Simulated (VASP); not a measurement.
Wanted: the native input for a VASP 6.6.1 run.

```
Task                   : single point
Functional             : PBE
Potentials or basis    : VASP PAW PBE potentials, release 64 (K_sv, Br)
Cutoff                 : 520 eV
k mesh                 : 6 × 6 × 6
Occupations            : gaussian, width 0.02 eV
Spin                   : no spin polarisation
Dipole correction      : no
Further INCAR settings : ALGO = Fast; EDIFF = 1e-07; NBANDS = 15
```

The structure of KBr lies in POSCAR:

```
KBr
1.0
   -0.0132029250      3.2182870500      3.2193735750
    3.1722249750      0.0238047750      3.1823658750
    3.2248720500      3.2339264250     -0.0288423000
K Br
1 1
Direct
    0.0051845103      0.0077084282      0.0244252088
    0.4948154897      0.4922915718      0.4755747912
```

The cell isn't the ideal one: all atoms moved at random, cell strained at random.

The input as run:

INCAR

```
PREC = Accurate
ENCUT = 520
EDIFF = 1E-7
ISMEAR = 0
SIGMA = 0.02
LREAL = F
LASPH = T
NELM = 100
ALGO = Fast
ISIF = 2
LWAVE = F
LCHARG = F
GGA = PE
NBANDS = 15
```

KPOINTS

```
regular mesh
0
Gamma
  6 6 6
```

Potentials or basis: VASP PAW PBE potentials, release 64 (K_sv, Br).

The run is started by

```console
$ cat potpaw_PBE.64/K_sv/POTCAR potpaw_PBE.64/Br/POTCAR > POTCAR
$ mpirun -np 1 vasp_std > vasp.out
```

Results of the run:

```
Pressure               : 3.1 GPa
Largest force          : 0.544 eV/Å
Band gap on the k mesh : 4.66 eV, direct
```

It took 2.7 min on 1 thread of Intel(R) Xeon(R) Platinum 8488C (Sapphire Rapids), with other jobs on the host, peak memory 0.27 GiB.
